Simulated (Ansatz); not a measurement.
Write the native input for Ansatz 0.2.0 that does the following.

```yaml
Task: projected density of states
Functional: PBE
Potentials_or_basis: all-electron LAPW, scalar-relativistic
Cutoff: 288 eV (chosen from the basis error)
Basis_error_allowed: 0.002 eV/atom
k_mesh: 5 × 8 × 5
Occupations: fermi-dirac, width 0.05 eV
Spin: collinear spin, ferromagnetic start
Starting_moments: "[1.0, 1.0, 1.0, 1.0, 0.0, 0.0, 0.0, 0.0] μB"
```

Crystal: SiNi.

```
CELL_PARAMETERS angstrom
5.17310 0.00000 0.00000
0.00000 3.33810 0.00000
0.00000 0.00000 5.60490
ATOMIC_POSITIONS crystal
Ni 0.99221 0.75000 0.81248
Ni 0.50779 0.25000 0.31248
Ni 0.49221 0.75000 0.68752
Ni 0.00779 0.25000 0.18752
Si 0.67872 0.25000 0.91750
Si 0.82128 0.75000 0.41750
Si 0.17872 0.25000 0.58250
Si 0.32128 0.75000 0.08250
```

One way to write it, as run:

input.yaml

```yaml
crystal:
  lattice:
    - [5.1731, 0.0, 0.0]
    - [0.0, 3.3381, 0.0]
    - [0.0, 0.0, 5.6049]
  atoms:
    - { symbol: Ni, position: [0.99221, 0.75, 0.81248], spin: 1.0 }
    - { symbol: Ni, position: [0.50779, 0.25, 0.31248], spin: 1.0 }
    - { symbol: Ni, position: [0.49221, 0.75, 0.68752], spin: 1.0 }
    - { symbol: Ni, position: [0.00779, 0.25, 0.18752], spin: 1.0 }
    - { symbol: Si, position: [0.67872, 0.25, 0.9175] }
    - { symbol: Si, position: [0.82128, 0.75, 0.4175] }
    - { symbol: Si, position: [0.17872, 0.25, 0.5825] }
    - { symbol: Si, position: [0.32128, 0.75, 0.0825] }
kpoints:
  mp_grid: { grid: [5, 8, 5] }
  band_path:
    path:
      - [0.0, 0.0, 0.0]
      - [0.0, -0.5, 0.0]
      - [-0.5, -0.5, 0.0]
      - [-0.5, 0.0, 0.0]
      - [0.0, 0.0, 0.0]
      - [0.0, 0.0, -0.5]
      - [0.0, -0.5, -0.5]
      - [-0.5, -0.5, -0.5]
    npoints: 8
scf:
  occupations: { method: fermi_dirac, width: 0.05 }
hamiltonian:
  xc: pbe
  pseudopotentials: { kind: all_electron, lapw: { basis_error: 0.002 } }
magnetization:
  spin_polarized: true
output:
  forces: true
  stress: true
  eigenvalues: true
  fatbands: false
  dos: { projected: true, de: 0.1, e_range: [-20, 10] }
  populations: true
```

Potentials or basis: all-electron LAPW, scalar-relativistic.

Command:

```bash
$ ansatz run input.yaml --threads 4 --pin off --max-ram 14336MiB --backend cpu --events-out ev --progress --plain --runs-dir out
```

Results of the run:

The pressure is 1.7 GPa, the largest force is 0.052 eV/Å and the band gap along the path is none (metal or under the smearing width). The net moment is 0.00 μB per cell. The absolute moment is 0.00 μB per cell and the loewdin charges are Ni +0.57; Si -0.33 e.

Caveat: the starting moments weren't kept.

Wall time 85 s on 4 threads of Intel(R) Xeon(R) Platinum 8375C CPU @ 2.90GHz (Ice Lake) (shared host), peak memory 1.5 GiB.
